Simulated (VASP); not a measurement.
# ZnS (P1) in VASP: reference runs

Reference runs on ZnS: the cell as given.

All numbers are computed with VASP 6.6.1; they aren't measurements. Logs are shortened: lines on timing, memory, paths and dates and some standing lists are left out, and cuts for length are marked.

**1. The cell of the first run**

The typed cell holds 8 atoms: a = 3.811 Å, b = 6.601 Å, c = 7.307 Å, α = 116.85°, β = 105.12°, γ = 90.00°.

**2. Single point, PBE (all atoms moved at random, sigma 0.1 Å a component)**

The input, INCAR:

```
SYSTEM = ZnS
PREC     = Accurate       ! precision mode
ENCUT    = 520            ! plane-wave cutoff, eV
EDIFF    = 1E-7           ! SCF threshold, eV
ISMEAR   = -1             ! smearing method
SIGMA    = 0.05           ! smearing width, eV
LREAL    = .False.        ! projectors in reciprocal space
LASPH    = .True.         ! aspherical terms in the spheres
NELM     = 100            ! most SCF steps
ALGO     = Normal         ! electronic algorithm
ISIF     = 2              ! what is computed and relaxed
LWAVE    = .False.        ! write WAVECAR
LCHARG   = .False.        ! write CHGCAR
GGA      = PE             ! functional
NBANDS   = 46             ! bands
```

The input, KPOINTS:

```
regular mesh
0
Gamma
  7 5 5
  0 0 0
```

The input, POSCAR:

```
ZnS
1.0
   -3.8109987800      0.0000000000      0.0000000000
    0.0000000000      6.6008435200      0.0000000000
    1.9054993900     -3.3004217600     -6.2340000000
Zn S
4 4
Direct
    0.0019459000      0.3251803700      0.9804800700
    0.4947051100      0.8272732300      0.9897615900
    0.3009738400      0.9338614200      0.5201999100
    0.7589119300      0.4215565900      0.4976783400
    0.7844058400      0.1591372800      0.6129065100
    0.2761676900      0.6274309400      0.6275848700
    0.0356238900      0.7274688500      0.1337027800
    0.5772658000      0.2080913100      0.0976859200
```

Potentials or basis: VASP PAW PBE potentials, release 64 (Zn, S).

Launch:

```
$ cat potpaw_PBE.64/Zn/POTCAR potpaw_PBE.64/S/POTCAR > POTCAR
$ mpirun -np 1 vasp_std > vasp.out
```

OUTCAR:

```text
SYSTEM = ZnS
   PREC = Accurate
   ENCUT = 520
   EDIFF = 1E-7
   ISMEAR = -1
   LREAL = .False.
   LASPH = .True.
   NELM = 100
   ISIF = 2
   GGA = PE

 ion  position               nearest neighbor table
   1  0.002  0.325  0.980-   8 2.30   5 2.30   7 2.36   8 2.40
   2  0.495  0.827  0.990-   8 2.26   6 2.27   7 2.30   7 2.49
   3  0.301  0.934  0.520-   5 2.12   7 2.43   6 2.49   5 2.52
   4  0.759  0.422  0.498-   6 2.12   5 2.23   6 2.42   8 2.50
   5  0.784  0.159  0.613-   3 2.12   4 2.23   1 2.30   3 2.52
   6  0.276  0.627  0.628-   4 2.12   2 2.27   4 2.42   3 2.49
   7  0.036  0.727  0.134-   2 2.30   1 2.36   3 2.43   2 2.49
   8  0.577  0.208  0.098-   2 2.26   1 2.30   1 2.40   4 2.50

  LATTYP: Found a body centered orthorhombic cell.
 ALAT       =     3.8109987800
 B/A-ratio  =     1.7320508090
 C/A-ratio  =     3.2715833092

  Lattice vectors:

 A1 = (  -1.9054993900,   3.3004217600,   6.2340000000)
 A2 = (   1.9054993900,  -3.3004217600,   6.2340000000)
 A3 = (   1.9054993900,   3.3004217600,  -6.2340000000)

Analysis of symmetry for initial positions (statically):
=====================================================================
 Subroutine PRICEL returns:
 Original cell was already a primitive cell.

 Routine SETGRP: Setting up the symmetry group for a
 body centered orthorhombic supercell.

 Subroutine GETGRP returns: Found  1 space group operations
 (whereof  1 operations were pure point group operations)
 out of a pool of  8 trial point group operations.

The static configuration has the point symmetry C_1 .

Analysis of symmetry for dynamics (positions and initial velocities):
=====================================================================
 Subroutine PRICEL returns:
 Original cell was already a primitive cell.

 Routine SETGRP: Setting up the symmetry group for a
 body centered orthorhombic supercell.

 Subroutine GETGRP returns: Found  1 space group operations
 (whereof  1 operations were pure point group operations)
 out of a pool of  8 trial point group operations.

The dynamic configuration has the point symmetry C_1 .

 Subroutine INISYM returns: Found  1 space group operations
 (whereof  1 operations are pure point group operations),
 and found     1 'primitive' translations

----------------------------------------------------------------------------------------

                                     Primitive cell

  volume of cell :     156.8213

  direct lattice vectors                    reciprocal lattice vectors
    -3.810998780  0.000000000  0.000000000    -0.262398405  0.000000000 -0.080205326
     0.000000000  6.600843520  0.000000000     0.000000000  0.151495789 -0.080205326
     1.905499390 -3.300421760 -6.234000000     0.000000000  0.000000000 -0.160410651

  length of vectors
     3.810998780  6.600843520  7.306604390     0.274382611  0.171417235  0.160410651

  position of ions in fractional coordinates (direct lattice)
     0.001945900  0.325180370  0.980480070
     0.494705110  0.827273230  0.989761590
     0.300973840  0.933861420  0.520199910
     0.758911930  0.421556590  0.497678340
     0.784405840  0.159137280  0.612906510
     0.276167690  0.627430940  0.627584870
     0.035623890  0.727468850  0.133702780
     0.577265800  0.208091310  0.097685920

  ion indices of the primitive-cell ions
   primitive index   ion index
                 1           1
                 2           2
                 3           3
                 4           4
                 5           5
                 6           6
                 7           7
                 8           8

----------------------------------------------------------------------------------------

 KPOINTS: regular mesh

Automatic generation of k-mesh.
 Grid dimensions read from file:
 generate k-points for:    7    5    5

 Generating k-lattice:

  Cartesian coordinates                     Fractional coordinates (reciprocal lattice)
    -0.037485486  0.000000000 -0.011457904     0.142857143  0.000000000 -0.000000000
     0.000000000  0.030299158 -0.016041065     0.000000000  0.200000000 -0.000000000
     0.000000000  0.000000000 -0.032082130     0.000000000  0.000000000  0.200000000

  Length of vectors
     0.039197516  0.034283447  0.032082130

  Shift w.r.t. Gamma in fractional coordinates (k-lattice)
     0.000000000  0.000000000  0.000000000

 -----------------------------------------------------------------------------
|                                                                             |
|           W    W    AA    RRRRR   N    N  II  N    N   GGGG   !!!           |
|           W    W   A  A   R    R  NN   N  II  NN   N  G    G  !!!           |
|           W    W  A    A  R    R  N N  N  II  N N  N  G       !!!           |
|           W WW W  AAAAAA  RRRRR   N  N N  II  N  N N  G  GGG   !            |
|           WW  WW  A    A  R   R   N   NN  II  N   NN  G    G                |
|           W    W  A    A  R    R  N    N  II  N    N   GGGG   !!!           |
|                                                                             |
|     Your reciprocal lattice and k-lattice belong to different lattice       |
|     classes:                                                                |
|                                                                             |
|        The reciprocal lattice is face-centered orthorhombic,                |
|        whereas your k-lattice is base-centered monoclinic.                  |
|                                                                             |
|     Results are often still useful ...                                      |
|                                                                             |
 -----------------------------------------------------------------------------

 WARNING: IBZKPT: internal override: KBLOWUP is changed to .FALSE.
      ... skipping the blow-up phase ...

 Subroutine IBZKPT returns following result:
 ===========================================

 Found     88 irreducible k-points:

 Following reciprocal coordinates:
            Coordinates               Weight
  0.000000  0.000000  0.000000      1.000000
  0.142857  0.000000  0.000000      2.000000
  0.285714  0.000000 -0.000000      2.000000
  0.428571  0.000000 -0.000000      2.000000
  0.000000  0.200000  0.000000      2.000000
  0.142857  0.200000  0.000000      2.000000
[... 16 lines left out ...]
 -0.428571  0.000000  0.200000      2.000000
 -0.285714  0.000000  0.200000      2.000000
 [... further k-points ...]
   k-points           NKPTS =     88   k-points in BZ     NKDIM =     88   number of bands    NBANDS=     46
   number of dos      NEDOS =    301   number of ions     NIONS =      8
   total plane-waves  NPLWV =  75600
   dimension x,y,z NGX =    28 NGY =   50 NGZ =   54
   dimension x,y,z NGXF=    56 NGYF=  100 NGZF=  108
   ions per type =               4   4
   NGX,Y,Z   is equivalent  to a cutoff of  12.21, 12.59, 12.29 a.u.
   NGXF,Y,Z  is equivalent  to a cutoff of  24.43, 25.19, 24.57 a.u.
 SYSTEM =  ZnS
   PREC   = accura    normal or accurate (medium, high low for compatibility)
   ISTART =      0    job   : 0-new  1-cont  2-samecut
   ICHARG =      2    charge: 1-file 2-atom 10-const
   ISPIN  =      1    spin polarized calculation?
   LNONCOLLINEAR =      F non collinear calculations
   LSORBIT =      F    spin-orbit coupling
   LASPH  =      T    aspherical Exc in radial PAW
   ENCUT  =  520.0 eV  38.22 Ry    6.18 a.u.   7.09 12.27 13.59*2*pi/ulx,y,z
   NELM   =    100;   NELMIN=  2; NELMDL= -5     # of ELM steps
   EDIFF  = 0.1E-06   stopping-criterion for ELM
   LREAL  =      F    real-space projection
   EDIFFG = 0.1E-05   stopping-criterion for IOM
   NSW    =      0    number of steps for IOM
   IBRION =     -1    ionic relax: 0-MD 1-quasi-New 2-CG
   NFREE  =      0    steps in history (QN), initial steepest desc. (CG)
   ISIF   =      2    stress and relaxation
   ISYM   =      2    0-nonsym 1-usesym 2-fastsym
   POTIM  = 0.5000    time-step for ionic-motion
   TEBEG  =    0.0;   TEEND  =   0.0 temperature during run
   PSTRESS=    0.0 pullay stress
   NELECT =      72.0000    total number of electrons
   NUPDOWN=      -1.0000    fix difference up-down
   EMIN   =  10.00;   EMAX   =-10.00  energy-range for DOS
   EFERMI =   0.00;   METHOD = LEGACY
   ISMEAR =    -1;   SIGMA  =   0.05  broadening in eV -4-tet -1-fermi 0-gaus
   EFERMI_NEDOS =   21; number of points for ismear=-14 and -15
   IALGO  =     38    algorithm
   IMIX   =      4    mixing-type and parameters
     AMIX     =   0.40;   BMIX     =  1.00
     AMIX_MAG =   1.60;   BMIX_MAG =  1.00
  volume/ion in A,a.u.               =      19.60       132.29
  Fermi-wavevector in a.u.,A,eV,Ry     =   1.262944  2.386617 21.701656  1.595027
  Thomas-Fermi vector in A             =   2.396326
   LORBIT       =      0    0 simple, 1 ext, 2 COOP (PROOUT), +10 PAW based schemes
   GGA     = PE    functional components
   LHFCALC =     F    Hartree Fock is set to
   AEXX    =    0.0000 exact exchange contribution
   IVDW    =     0    specifies the selected vdW correction
   LEPSILON=     F    determine dielectric tensor
   LRPA    =     F    only Hartree local field effects (RPA)
 non-spin polarized calculation
  energy-cutoff  :      520.00
  volume of cell :      156.82
 maximum number of plane-waves:      4241
   NGX = 15   NGY = 25   NGZ = 27

 number of electron      71.9999992 magnetization

 Free energy of the ion-electron system (eV)
  ---------------------------------------------------
  ext. energy  EPLUGINS =         0.00000000
  ---------------------------------------------------
  free energy    TOTEN  =       -26.56566859 eV

  energy without entropy =      -26.56566859  energy(sigma->0) =      -26.56566859

 E-fermi :   3.2509     XC(G=0):  -9.6548

 val. band max:        2.2418363722   @ k =   0.0000   0.0000   0.0000
 cond. band min:       4.3230539132   @ k =   0.0000   0.0000   0.0000
 fundamental gap:      2.0812175410
 Fermi energy:         3.2509319052

 k-point     1 :       0.0000    0.0000    0.0000
  band No.  band energies     occupation
      1     -11.1921      2.00000
      2     -10.2814      2.00000
      3     -10.0667      2.00000
      4      -9.5841      2.00000
      5      -4.6101      2.00000
      6      -4.5125      2.00000
[... 38 lines left out ...]
     45       8.7852      0.00000
     46       9.5784      0.00000

 k-point     2 :       0.1429    0.0000    0.0000
  band No.  band energies     occupation
      1     -11.0860      2.00000
      2     -10.2540      2.00000
      3     -10.0180      2.00000
      4      -9.5514      2.00000
      5      -4.6005      2.00000
      6      -4.4746      2.00000
[... 38 lines left out ...]
     45       9.0242      0.00000
     46       9.3379      0.00000

 k-point     3 :       0.2857    0.0000   -0.0000
  band No.  band energies     occupation
      1     -10.8086      2.00000
      2     -10.2057      2.00000
      3      -9.8977      2.00000
      4      -9.4952      2.00000
      5      -4.5733      2.00000
      6      -4.4356      2.00000
[... 1018 lines left out ...]
     45       9.1860      0.00000
     46       9.5250      0.00000

 k-point    24 :      -0.2857    0.0000    0.2000
  band No.  band energies     occupation
      1     -10.8304      2.00000
      2     -10.2054      2.00000
      3      -9.8682      2.00000
      4      -9.4906      2.00000
      5      -4.5667      2.00000
      6      -4.4325      2.00000
[... 38 lines left out ...]
     45       9.1131      0.00000
     46       9.4548      0.00000

 [... further k-points ...]

------------------------ aborting loop because EDIFF is reached ----------------------------------------

  FORCE on cell =-STRESS in cart. coord.  units (eV):
  Direction    XX          YY          ZZ          XY          YZ          ZX
  --------------------------------------------------------------------------------------
  -------------------------------------------------------------------------------------
  Total        4.7616979      4.3367634      2.7012695     -3.2178254     -1.0178732      2.3102491
  in kB       48.6482673     44.3068897     27.5977360    -32.8751705    -10.3991828     23.6028447
  external PRESSURE =      40.1842976 kB  Pullay stress =       0.0000000 kB

 VOLUME and BASIS-vectors are now :
 -----------------------------------------------------------------------------
  energy-cutoff  :      520.00
  volume of cell :      156.82
      direct lattice vectors                 reciprocal lattice vectors
    -3.810998780  0.000000000  0.000000000    -0.262398405  0.000000000 -0.080205326
     0.000000000  6.600843520  0.000000000     0.000000000  0.151495789 -0.080205326
     1.905499390 -3.300421760 -6.234000000     0.000000000  0.000000000 -0.160410651

 POSITION                                       TOTAL-FORCE (eV/Angst)
 -----------------------------------------------------------------------------------
      1.86089     -1.08953     -6.11231        -0.310427      0.177618     -0.497480
      0.00067      2.19407     -6.17017         0.506844     -0.591804     -0.632780
     -0.15577      4.44739     -3.24293         1.864108     -1.150893      0.898425
     -1.94389      1.14008     -3.10253         1.579244     -0.123996      1.348239
     -1.82148     -0.97241     -3.82086        -1.673420     -0.437427     -0.473322
      0.14339      2.07028     -3.91236        -1.869298      1.635154      0.191169
      0.11901      4.36063     -0.83350        -0.769489     -0.037348     -0.023012
     -2.01382      1.05117     -0.60897         0.672439      0.528696     -0.811241
 -----------------------------------------------------------------------------------
    total drift:                                0.001564      0.000226     -0.000601

  FREE ENERGIE OF THE ION-ELECTRON SYSTEM (eV)
  ---------------------------------------------------
  free  energy   TOTEN  =       -26.5656685889 eV

  energy  without entropy=      -26.5656685888  energy(sigma->0) =      -26.56566859
```

It took 5.5 min on 1 thread of Intel Xeon 6975P-C (Granite Rapids), shared host; peak memory 0.57 GiB.

Results:

```
Free energy            : -26.5657 eV
Pressure               : 4.0 GPa
Largest force          : 2.491 eV/Å
Band gap on the k mesh : 2.08 eV, direct
```

Forces in eV/Å, atoms in the order of the input:
```
Zn  -0.310  0.178 -0.497
Zn   0.507 -0.592 -0.633
Zn   1.864 -1.151  0.898
Zn   1.579 -0.124  1.348
S   -1.673 -0.437 -0.473
S   -1.869  1.635  0.191
S   -0.769 -0.037 -0.023
S    0.672  0.529 -0.811
```

Levels at points of the mesh, in eV from the valence-band top:
```csv
k point,band 33,band 34,band 35,band 36,band 37,band 38,band 39,band 40
"(0.00, 0.00, 0.00)",-0.81,-0.15,-0.02,0.00,2.08,2.97,3.32,3.63
```

Caveat: forces of over 1 eV/Å show positions far from the minimum, so gaps and moduli don't describe the material at rest.
